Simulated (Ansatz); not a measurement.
**C (Graphite 2H): a point defect seen from the nuclei (Zr on a C site), part 1 of 3**

Wanted: the field gradients around Zr on a C site in C (Graphite 2H), cell charge 0, before and after the neighbours move. The cell is a supercell built from a structure deposited in the COD (the entry's cell lengths or inner coordinates differ somewhat from later room-temperature determinations). Planned: a single point, then a relaxation, then a check of method with width.

The COD entry's cell or inner coordinates are ideal or old and differ from later refinements, so a difference from it is no clean test against experiment.

Method: DFT, PBE, plane-wave PAW, default files, scalar-relativistic, as far as a step names no other, in Ansatz 0.2.0.

### 1 The system as given

It takes space group P3m1 (No. 156, trigonal). The conventional cell has a = 7.410 Å, b = 7.410 Å, c = 6.790 Å, α = 90.00°, β = 90.00°, γ = 120.00°. C (site symmetry m) is surrounded by 2 C at 1.43 Å and 1 Zr at 1.43 Å. Around C (site symmetry m) lie 3 C at 1.43 Å. Zr (site symmetry 3m) has 3 C at 1.43 Å as nearest neighbours. Around C (site symmetry 1) lie 3 C at 1.43 Å. Only part of the 13 independent sites is listed.

Structure file:

```
CELL_PARAMETERS angstrom
7.41000 0.00000 0.00000
-3.70500 6.41725 0.00000
0.00000 0.00000 6.79000
ATOMIC_POSITIONS crystal
C 0.00000 0.00000 0.00000
C 0.00000 0.33333 0.00000
C 0.00000 0.66667 0.00000
C 0.33333 0.00000 0.00000
C 0.33333 0.33333 0.00000
C 0.33333 0.66667 0.00000
C 0.66667 0.00000 0.00000
C 0.66667 0.33333 0.00000
C 0.66667 0.66667 0.00000
C 0.00000 0.00000 0.50000
C 0.00000 0.33333 0.50000
C 0.00000 0.66667 0.50000
C 0.33333 0.00000 0.50000
C 0.33333 0.33333 0.50000
C 0.33333 0.66667 0.50000
C 0.66667 0.00000 0.50000
C 0.66667 0.33333 0.50000
C 0.66667 0.66667 0.50000
Zr 0.11111 0.22222 0.00500
C 0.11111 0.55556 0.00500
C 0.11111 0.88889 0.00500
C 0.44444 0.22222 0.00500
C 0.44444 0.55556 0.00500
C 0.44444 0.88889 0.00500
C 0.77778 0.22222 0.00500
C 0.77778 0.55556 0.00500
C 0.77778 0.88889 0.00500
C 0.22222 0.11111 0.50500
C 0.22222 0.44444 0.50500
C 0.22222 0.77778 0.50500
C 0.55556 0.11111 0.50500
C 0.55556 0.44444 0.50500
C 0.55556 0.77778 0.50500
C 0.88889 0.11111 0.50500
C 0.88889 0.44444 0.50500
C 0.88889 0.77778 0.50500
```

Atom 19 of the input is the impurity.

### 2 First run, atoms as given

The input, input.yaml:

```yaml
crystal:
  lattice:
    - [7.41, 0.0, 0.0]
    - [-3.705, 6.4172482419, 0.0]
    - [0.0, 0.0, 6.79]
  atoms:
    - { symbol: C, position: [0.0, 0.0, 0.0] }
    - { symbol: C, position: [0.0, 0.3333333333, 0.0] }
    - { symbol: C, position: [0.0, 0.6666666667, 0.0] }
    - { symbol: C, position: [0.3333333333, 0.0, 0.0] }
    - { symbol: C, position: [0.3333333333, 0.3333333333, 0.0] }
    - { symbol: C, position: [0.3333333333, 0.6666666667, 0.0] }
    - { symbol: C, position: [0.6666666667, 0.0, 0.0] }
    - { symbol: C, position: [0.6666666667, 0.3333333333, 0.0] }
    - { symbol: C, position: [0.6666666667, 0.6666666667, 0.0] }
    - { symbol: C, position: [0.0, 0.0, 0.5] }
    - { symbol: C, position: [0.0, 0.3333333333, 0.5] }
    - { symbol: C, position: [0.0, 0.6666666667, 0.5] }
    - { symbol: C, position: [0.3333333333, 0.0, 0.5] }
    - { symbol: C, position: [0.3333333333, 0.3333333333, 0.5] }
    - { symbol: C, position: [0.3333333333, 0.6666666667, 0.5] }
    - { symbol: C, position: [0.6666666667, 0.0, 0.5] }
    - { symbol: C, position: [0.6666666667, 0.3333333333, 0.5] }
    - { symbol: C, position: [0.6666666667, 0.6666666667, 0.5] }
    - { symbol: Zr, position: [0.1111111111, 0.2222222222, 0.005] }
    - { symbol: C, position: [0.1111111111, 0.5555555556, 0.005] }
    - { symbol: C, position: [0.1111111111, 0.8888888889, 0.005] }
    - { symbol: C, position: [0.4444444444, 0.2222222222, 0.005] }
    - { symbol: C, position: [0.4444444444, 0.5555555556, 0.005] }
    - { symbol: C, position: [0.4444444444, 0.8888888889, 0.005] }
    - { symbol: C, position: [0.7777777778, 0.2222222222, 0.005] }
    - { symbol: C, position: [0.7777777778, 0.5555555556, 0.005] }
    - { symbol: C, position: [0.7777777778, 0.8888888889, 0.005] }
    - { symbol: C, position: [0.2222222222, 0.1111111111, 0.505] }
    - { symbol: C, position: [0.2222222222, 0.4444444444, 0.505] }
    - { symbol: C, position: [0.2222222222, 0.7777777778, 0.505] }
    - { symbol: C, position: [0.5555555556, 0.1111111111, 0.505] }
    - { symbol: C, position: [0.5555555556, 0.4444444444, 0.505] }
    - { symbol: C, position: [0.5555555556, 0.7777777778, 0.505] }
    - { symbol: C, position: [0.8888888889, 0.1111111111, 0.505] }
    - { symbol: C, position: [0.8888888889, 0.4444444444, 0.505] }
    - { symbol: C, position: [0.8888888889, 0.7777777778, 0.505] }
kpoints:
  mp_grid: { grid: [3, 3, 3] }
scf:
  occupations: { method: fermi_dirac, width: 0.01 }
hamiltonian:
  xc: pbe
  pseudopotentials: { kind: paw }
output:
  forces: true
  stress: true
  populations: true
  efg: { quadrupole_moments_barn: { Zr: -0.176 }, contact_densities: true }
```

Launch:

```
$ ansatz run input.yaml --threads 1 --pin off --max-ram 2560MiB --backend cpu --events-out ev --progress --plain --runs-dir out
```

Output:

```text
Warning: RAYON_NUM_THREADS=1 ignored (pool sized by the plan → 1); use --threads N
Zr: output.efg is read without spin–orbit coupling, which moves field gradients at and beside such atoms by some per cent and up to a factor of two; PAW files take it under magnetization.noncollinear and magnetization.spin_orbit
Engine: ansatz 0.2.0, x86_64-unknown-linux-gnu
Pseudopotentials: kind: paw
Pseudopotential: C, paw, valence charge 4, recommended cutoff 420 eV (normal), C.paw.azcp
Pseudopotential: Zr, paw, valence charge 12, recommended cutoff 420 eV (normal), Zr.paw.azcp
Functional definition: PBE
  parameter kappa = 0.804
  parameter beta = 0.06672455060314922
  exchange = pbe_x(kappa = kappa, mu = beta*pi^2/3)
  correlation = pbe_c(beta = beta)
Crystal: 36 atoms, lattice volume = 322.877 Å³
Basis set: ecut = 420 eV, 6299 PW (Γ), exchange–correlation on 100×100×96 points (8 copies of the dense FFT grid, shifted against one another)
Bands: 112, of which v1, the nominal top of the filled ones, is band 76 counted from 1 (75 counted from 0)
Symmetry: 6 space group operations
Space group: P3m1 (ITA 156), of the structure as read, at distance tolerance 6.9e-5 Å
k-points: 7 of 27 (time reversal used)
Non-local potential: C, projectors of the file, l = 0: 2, l = 1: 2, l = 2: 1
Non-local potential: Zr, projectors of the file, l = 0: 3, l = 1: 2, l = 2: 2, l = 3: 2
PAW form: soft (Blöchl's): semilocal exchange-correlation on the pseudo side does not see the compensation charge
PAW one-centre angular grid: C, 110 points (default); XC on 64 Gauss nodes
PAW one-centre angular grid: Zr, 590 points (default); XC on 64 Gauss nodes
Initial density: superposition of atomic densities (neutral atoms: chi_scale 0, normalization atom), corrected by the library's trained network
Initial wavefunctions: pseudopotential atomic-orbital guess
Functional: x = pbe(κ = 0.804, μ = 0.2195149727645171), c = pbe(β = 0.06672455060314922)
SCF iter   1: F=—  HF=-12931.960197 eV  |F-HF|=—  |Δ(HF+E_count)|=         —  Δρ=3.55e-2  dr2=8.87e0  ethr=1.77e-3  ⟨swp⟩=7.1  Hψ=3809  notcnv=0  defer=146
preconditioner: auto → LDOS  [metal: Δε(μ)=0.003 eV  Ē_g=15.173 eV  σ=0.010 eV  W_gap=0.08  n_scr=70 (ndim 8)  ℏωp=25.0 eV  f_vac=0.013  D(μ)=39.53/eV (n_scr^D=574)  β→1.0]
SCF iter   2: F=—  HF=-12931.042152 eV  |F-HF|=—  |Δ(HF+E_count)|=   9.18e-1  Δρ=2.26e-2  dr2=3.08e0  ethr=1.77e-3  ⟨swp⟩=2.0  Hψ=1489  notcnv=0  defer=198
SCF iter   3: F=—  HF=-12930.793613 eV  |F-HF|=—  |Δ(HF+E_count)|=   2.49e-1  Δρ=1.91e-2  dr2=1.93e0  ethr=1.77e-3  ⟨swp⟩=2.3  Hψ=1174  notcnv=0  defer=198
SCF iter   4: F=—  HF=-12930.724622 eV  |F-HF|=—  |Δ(HF+E_count)|=   6.90e-2  Δρ=1.36e-2  dr2=1.32e0  ethr=1.27e-3  ⟨swp⟩=2.1  Hψ=927  notcnv=0  defer=193
SCF iter   5: F=—  HF=-12930.681816 eV  |F-HF|=—  |Δ(HF+E_count)|=   4.28e-2  Δρ=1.34e-2  dr2=1.11e0  ethr=8.69e-4  ⟨swp⟩=2.0  Hψ=627  notcnv=0  defer=193
SCF iter   6: F=—  HF=-12930.665453 eV  |F-HF|=—  |Δ(HF+E_count)|=   1.64e-2  Δρ=1.06e-2  dr2=6.65e-1  ethr=7.32e-4  ⟨swp⟩=1.9  Hψ=931  notcnv=0  defer=192
SCF iter   7: F=—  HF=-12930.604081 eV  |F-HF|=—  |Δ(HF+E_count)|=   6.14e-2  Δρ=6.00e-3  dr2=2.06e-1  ethr=4.37e-4  ⟨swp⟩=2.0  Hψ=772  notcnv=0  defer=193
SCF iter   8: F=—  HF=-12930.589492 eV  |F-HF|=—  |Δ(HF+E_count)|=   1.46e-2  Δρ=3.52e-3  dr2=5.94e-2  ethr=1.36e-4  ⟨swp⟩=1.3  Hψ=594  notcnv=0  defer=193
SCF iter   9: F=—  HF=-12930.578837 eV  |F-HF|=—  |Δ(HF+E_count)|=   1.07e-2  Δρ=1.90e-3  dr2=1.32e-2  ethr=3.91e-5  ⟨swp⟩=2.6  Hψ=1239  notcnv=0  defer=193
SCF iter  10: F=—  HF=-12930.578310 eV  |F-HF|=—  |Δ(HF+E_count)|=   5.27e-4  Δρ=1.28e-3  dr2=7.51e-3  ethr=8.66e-6  ⟨swp⟩=2.0  Hψ=990  notcnv=0  defer=193
SCF iter  11: F=—  HF=-12930.577893 eV  |F-HF|=—  |Δ(HF+E_count)|=   4.17e-4  Δρ=8.25e-4  dr2=6.83e-3  ethr=4.94e-6  ⟨swp⟩=1.6  Hψ=720  notcnv=0  defer=193
SCF iter  12: F=—  HF=-12930.577818 eV  |F-HF|=—  |Δ(HF+E_count)|=   7.47e-5  Δρ=6.85e-4  dr2=3.67e-3  ethr=4.50e-6  ⟨swp⟩=1.0  Hψ=591  notcnv=0  defer=193
SCF iter  13: F=—  HF=-12930.577675 eV  |F-HF|=—  |Δ(HF+E_count)|=   1.43e-4  Δρ=4.88e-4  dr2=2.05e-3  ethr=2.42e-6  ⟨swp⟩=1.0  Hψ=591  notcnv=0  defer=193
SCF iter  14: F=—  HF=-12930.577541 eV  |F-HF|=—  |Δ(HF+E_count)|=   1.34e-4  Δρ=1.97e-4  dr2=2.21e-4  ethr=1.35e-6  ⟨swp⟩=1.0  Hψ=591  notcnv=0  defer=193
SCF iter  15: F=—  HF=-12930.577550 eV  |F-HF|=—  |Δ(HF+E_count)|=   9.15e-6  Δρ=9.10e-5  dr2=4.39e-5  ethr=1.45e-7  ⟨swp⟩=2.3  Hψ=890  notcnv=0  defer=193
SCF iter  16: F=—  HF=-12930.577672 eV  |F-HF|=—  |Δ(HF+E_count)|=   1.22e-4  Δρ=3.72e-5  dr2=5.05e-6  ethr=2.89e-8  ⟨swp⟩=2.0  Hψ=904  notcnv=0  defer=193
SCF iter  17: F=—  HF=-12930.577672 eV  |F-HF|=—  |Δ(HF+E_count)|=   4.99e-7  Δρ=2.73e-5  dr2=3.91e-6  ethr=3.33e-9  ⟨swp⟩=2.0  Hψ=886  notcnv=0  defer=193
SCF iter  18: F=—  HF=-12930.577671 eV  |F-HF|=—  |Δ(HF+E_count)|=   1.34e-7  Δρ=2.04e-5  dr2=2.15e-6  ethr=2.58e-9  ⟨swp⟩=1.0  Hψ=591  notcnv=0  defer=193
SCF iter  19: F=—  HF=-12930.577671 eV  |F-HF|=—  |Δ(HF+E_count)|=   9.77e-8  Δρ=1.50e-5  dr2=1.09e-6  ethr=1.41e-9  ⟨swp⟩=1.1  Hψ=593  notcnv=0  defer=193
SCF iter  20: F=—  HF=-12930.577671 eV  |F-HF|=—  |Δ(HF+E_count)|=   5.06e-8  Δρ=1.33e-5  dr2=1.01e-6  ethr=7.14e-10  ⟨swp⟩=1.0  Hψ=591  notcnv=0  defer=193
SCF iter  21: F=—  HF=-12930.577671 eV  |F-HF|=—  |Δ(HF+E_count)|=   4.95e-8  Δρ=1.04e-5  dr2=6.07e-7  ethr=6.67e-10  ⟨swp⟩=1.0  Hψ=591  notcnv=0  defer=193
SCF iter  22: F=—  HF=-12930.577671 eV  |F-HF|=—  |Δ(HF+E_count)|=   5.63e-8  Δρ=6.85e-6  dr2=2.11e-7  ethr=3.99e-10  ⟨swp⟩=1.3  Hψ=715  notcnv=0  defer=193
SCF iter  23: F=-12930.577671 eV  HF=-12930.577671 eV  |F-HF|=6.42e-8  |Δ(HF+E_count)|=   1.88e-8  Δρ=5.31e-6  dr2=8.42e-8  ethr=6.58e-11  ⟨swp⟩=17.6  Hψ=5358  notcnv=0
SCF 1 converged in 23 iterations: F = -12930.577671 eV  dr2 = 8.42e-8
SCF converged after 23 iterations
Free energy (F): -12930.577671 eV
Harris-Foulkes:  -12930.577671 eV  (|F-HF|=6.42e-8)
Internal energy: -12930.561390 eV  (E = F + TS)
E sigma→0 (E₀):  -12930.569530 eV
Entropy (-TS):   -0.016281 eV (-0.452 meV/atom)
Fermi energy:    7.718713 eV
--- Per-component energies (eV) ---
[... 14 lines left out ...]
--- Forces (eV/Å), atoms counted from 1 ---
  atom   1  C      0.00000000   -35.78274782    -1.38172832
  atom   2  C    -30.98876863    17.89137391    -1.38172832
  atom   3  C      0.15612193     0.09013704     0.86754702
  atom   4  C      0.44074742    -0.25446564     0.52054850
  atom   5  C     30.98876863    17.89137391    -1.38172832
  atom   6  C      0.00000000     0.50893128     0.52054850
  atom   7  C     -0.44074742    -0.25446564     0.52054850
  atom   8  C      0.00000000    -0.18027408     0.86754702
  atom   9  C     -0.15612193     0.09013704     0.86754702
  atom  10  C      0.00000000    -0.11622200     0.54083174
  atom  11  C     -0.10065120     0.05811100     0.54083174
  atom  12  C      0.02397755     0.01384345     0.56463483
  atom  13  C      0.06168828    -0.03561575     0.56413353
  atom  14  C      0.10065120     0.05811100     0.54083174
  atom  15  C      0.00000000     0.07123150     0.56413353
  atom  16  C     -0.06168828    -0.03561575     0.56413353
  atom  17  C      0.00000000    -0.02768690     0.56463483
  atom  18  C     -0.02397755     0.01384345     0.56463483
  atom  19  Zr     0.00000000    -0.00000000     4.50551188
  atom  20  C     -0.44403575     1.79550450    -0.57267336
  atom  21  C      1.33293464    -1.28229850    -0.57267336
  atom  22  C      1.77697039    -0.51320601    -0.57267336
  atom  23  C      0.44403575     1.79550450    -0.57267336
  atom  24  C      0.00000000     0.00000000    -0.46046771
  atom  25  C     -1.77697039    -0.51320601    -0.57267336
  atom  26  C      0.00000000     0.00000000    -0.59101031
  atom  27  C     -1.33293464    -1.28229850    -0.57267336
  atom  28  C      0.07903475    -0.04563073    -0.55521588
  atom  29  C      0.00000000     0.09126146    -0.55521588
  atom  30  C     -0.01914006    -0.01105052    -0.56541796
  atom  31  C      0.00000000     0.02210104    -0.56541796
  atom  32  C      0.03589093     0.02072164    -0.56145611
  atom  33  C      0.01914006    -0.01105052    -0.56541796
  atom  34  C     -0.07903475    -0.04563073    -0.55521588
  atom  35  C     -0.03589093     0.02072164    -0.56145611
  atom  36  C      0.00000000    -0.04144327    -0.56145611
  max |Σ_I F_I| component: 3.74e-4 eV/Å
--- Stress (GPa, compression-positive) ---
       45.111647       0.000000       0.000000
        0.000000      45.111647      -0.000000
        0.000000      -0.000000       2.759935
  P = ⅓ Tr σ = 30.9944 GPa (309.944 kbar)
--- PAW observables at the nuclei: V_zz in 10²¹ V/m², potentials from the cell's mean, atoms counted from 1 ---
  atom   1  C  V_zz =    -1.363845   η = 0.6771   by run symmetry: allowed
            electrostatic potential = -415.274080 V   contact ρ = 869.925789 e/Å³
  atom   2  C  V_zz =    -1.363845   η = 0.6771   by run symmetry: allowed
            electrostatic potential = -415.274080 V   contact ρ = 869.925789 e/Å³
  atom   3  C  V_zz =    +1.940591   η = 0.2314   by run symmetry: allowed
            electrostatic potential = -413.479109 V   contact ρ = 867.201577 e/Å³
  atom   4  C  V_zz =    +0.966922   η = 0.2852   by run symmetry: allowed
            electrostatic potential = -413.765036 V   contact ρ = 866.804299 e/Å³
  atom   5  C  V_zz =    -1.363845   η = 0.6771   by run symmetry: allowed
            electrostatic potential = -415.274080 V   contact ρ = 869.925789 e/Å³
  atom   6  C  V_zz =    +0.966922   η = 0.2852   by run symmetry: allowed
            electrostatic potential = -413.765036 V   contact ρ = 866.804299 e/Å³
  atom   7  C  V_zz =    +0.966922   η = 0.2852   by run symmetry: allowed
            electrostatic potential = -413.765036 V   contact ρ = 866.804299 e/Å³
  atom   8  C  V_zz =    +1.940591   η = 0.2314   by run symmetry: allowed
            electrostatic potential = -413.479109 V   contact ρ = 867.201577 e/Å³
  atom   9  C  V_zz =    +1.940591   η = 0.2314   by run symmetry: allowed
            electrostatic potential = -413.479109 V   contact ρ = 867.201577 e/Å³
  atom  10  C  V_zz =    +2.314870   η = 0.0265   by run symmetry: allowed
            electrostatic potential = -413.542392 V   contact ρ = 867.053949 e/Å³
  atom  11  C  V_zz =    +2.314870   η = 0.0265   by run symmetry: allowed
            electrostatic potential = -413.542392 V   contact ρ = 867.053949 e/Å³
  atom  12  C  V_zz =    +2.405232   η = 0.0089   by run symmetry: allowed
            electrostatic potential = -413.610601 V   contact ρ = 867.083940 e/Å³
  atom  13  C  V_zz =    +2.354773   η = 0.0340   by run symmetry: allowed
            electrostatic potential = -413.606228 V   contact ρ = 867.071930 e/Å³
  atom  14  C  V_zz =    +2.314870   η = 0.0265   by run symmetry: allowed
            electrostatic potential = -413.542392 V   contact ρ = 867.053949 e/Å³
  atom  15  C  V_zz =    +2.354773   η = 0.0340   by run symmetry: allowed
            electrostatic potential = -413.606228 V   contact ρ = 867.071930 e/Å³
  atom  16  C  V_zz =    +2.354773   η = 0.0340   by run symmetry: allowed
            electrostatic potential = -413.606228 V   contact ρ = 867.071930 e/Å³
  atom  17  C  V_zz =    +2.405232   η = 0.0089   by run symmetry: allowed
            electrostatic potential = -413.610601 V   contact ρ = 867.083940 e/Å³
  atom  18  C  V_zz =    +2.405232   η = 0.0089   by run symmetry: allowed
            electrostatic potential = -413.610601 V   contact ρ = 867.083940 e/Å³
  atom  19  Zr V_zz =   -50.807654   η = 0.0000   by run symmetry: allowed   C_q = +216.2202 MHz
            electrostatic potential = -5925.851056 V   contact ρ = 490502.971947 e/Å³
  atom  20  C  V_zz =    +2.660909   η = 0.2692   by run symmetry: allowed
            electrostatic potential = -413.377904 V   contact ρ = 867.635423 e/Å³
  atom  21  C  V_zz =    +2.660909   η = 0.2692   by run symmetry: allowed
            electrostatic potential = -413.377904 V   contact ρ = 867.635423 e/Å³
  atom  22  C  V_zz =    +2.660909   η = 0.2692   by run symmetry: allowed
            electrostatic potential = -413.377904 V   contact ρ = 867.635423 e/Å³
  atom  23  C  V_zz =    +2.660909   η = 0.2692   by run symmetry: allowed
            electrostatic potential = -413.377904 V   contact ρ = 867.635423 e/Å³
  atom  24  C  V_zz =    +2.495872   η = 0.0000   by run symmetry: allowed
            electrostatic potential = -413.536068 V   contact ρ = 867.102949 e/Å³
  atom  25  C  V_zz =    +2.660909   η = 0.2692   by run symmetry: allowed
            electrostatic potential = -413.377904 V   contact ρ = 867.635423 e/Å³
  atom  26  C  V_zz =    +2.402237   η = 0.0000   by run symmetry: allowed
            electrostatic potential = -413.437403 V   contact ρ = 867.118906 e/Å³
  atom  27  C  V_zz =    +2.660909   η = 0.2692   by run symmetry: allowed
            electrostatic potential = -413.377904 V   contact ρ = 867.635423 e/Å³
  atom  28  C  V_zz =    +2.017505   η = 0.0305   by run symmetry: allowed
            electrostatic potential = -413.602607 V   contact ρ = 866.971193 e/Å³
  atom  29  C  V_zz =    +2.017505   η = 0.0305   by run symmetry: allowed
            electrostatic potential = -413.602607 V   contact ρ = 866.971193 e/Å³
  atom  30  C  V_zz =    +2.048017   η = 0.0045   by run symmetry: allowed
            electrostatic potential = -413.687921 V   contact ρ = 866.985539 e/Å³
  atom  31  C  V_zz =    +2.048017   η = 0.0045   by run symmetry: allowed
            electrostatic potential = -413.687921 V   contact ρ = 866.985539 e/Å³
  atom  32  C  V_zz =    +1.984907   η = 0.0333   by run symmetry: allowed
            electrostatic potential = -413.676034 V   contact ρ = 866.965850 e/Å³
  atom  33  C  V_zz =    +2.048017   η = 0.0045   by run symmetry: allowed
            electrostatic potential = -413.687921 V   contact ρ = 866.985539 e/Å³
  atom  34  C  V_zz =    +2.017505   η = 0.0305   by run symmetry: allowed
            electrostatic potential = -413.602607 V   contact ρ = 866.971193 e/Å³
  atom  35  C  V_zz =    +1.984907   η = 0.0333   by run symmetry: allowed
            electrostatic potential = -413.676034 V   contact ρ = 866.965850 e/Å³
  atom  36  C  V_zz =    +1.984907   η = 0.0333   by run symmetry: allowed
            electrostatic potential = -413.676034 V   contact ρ = 866.965850 e/Å³
--- Band table (eV; the first three rows and the last of 7) ---
[... 4 lines left out ...]
--- Löwdin populations: 36 sites ---
  site symbol       q [e]
     0      C      3.9499
     1      C      3.9499
     2      C      3.9638
     3      C      4.0286
     4      C      3.9499
     5      C      4.0286
     6      C      4.0286
     7      C      3.9638
     8      C      3.9638
     9      C      3.9889
    10      C      3.9889
    11      C      3.9633
    12      C      3.9640
    13      C      3.9889
    14      C      3.9640
    15      C      3.9640
    16      C      3.9633
    17      C      3.9633
    18     Zr     11.6206
    19      C      3.9495
    20      C      3.9495
    21      C      3.9495
    22      C      3.9495
    23      C      3.9452
    24      C      3.9495
    25      C      3.9589
    26      C      3.9495
    27      C      4.0016
    28      C      4.0016
    29      C      3.9759
    30      C      3.9759
    31      C      3.9827
    32      C      3.9759
    33      C      4.0016
    34      C      3.9827
    35      C      3.9827
  spilling = 0.008699 (of n_electrons = 152.000000)
```

Run time: 34 s. Hardware: 1 thread of Intel Xeon 6975P-C (Granite Rapids), shared host; peak memory 0.7 GiB.

State: no gap over 0.1 eV on the mesh, largest force 35.809 eV/Å, pressure 31.0 GPa.

Site by site (atoms counted from 1): 10 of 13, those nearest the defect, the farthest of each element and the two largest gradients.

```
site              atoms  distance from the defect (Å)  V_zz (10²¹ V/m²)     η   C_Q (MHz)
  Zr                 19                          0.00             -50.8  0.00  216 (⁹¹Zr)
  C1            1, 2, 5                          1.43             -1.36  0.68           –
 C20  20, 21, 22, 23, …                          2.47              2.66  0.27           –
  C4            4, 6, 7                          2.85              0.97  0.29           –
 C10         10, 11, 14                          3.65              2.31  0.03           –
 C28         28, 29, 34                          3.68              2.02  0.03           –
  C3            3, 8, 9                          3.77              1.94  0.23           –
 C26                 26                          4.28              2.40  0.00           –
 C24                 24                          4.28              2.50  0.00           –
 C30         30, 31, 33                          5.08              2.05  0.00           –
```

Conventions: |V_zz| ≥ |V_yy| ≥ |V_xx|, η = (V_xx − V_yy)/V_zz, C_Q = eQV_zz/h. Quadrupole moments are those of Pyykkö's year-2017 table. A dash under C_Q marks elements without a common quadrupolar isotope.

Direction of the V_zz axis (Cartesian unit vector):

```csv
site,atom,x,y,z
C1,1,0.00,-0.22,0.98
C3,3,0.00,0.00,1.00
C4,4,-0.03,0.02,1.00
C10,10,0.00,0.00,1.00
C12,12,0.00,0.00,1.00
C13,13,0.00,0.00,1.00
Zr,19,0.00,0.00,1.00
C20,20,0.05,-0.14,0.99
C24,24,0.00,0.00,1.00
C26,26,0.00,0.00,1.00
```

(Continued in part 2 of 3.)
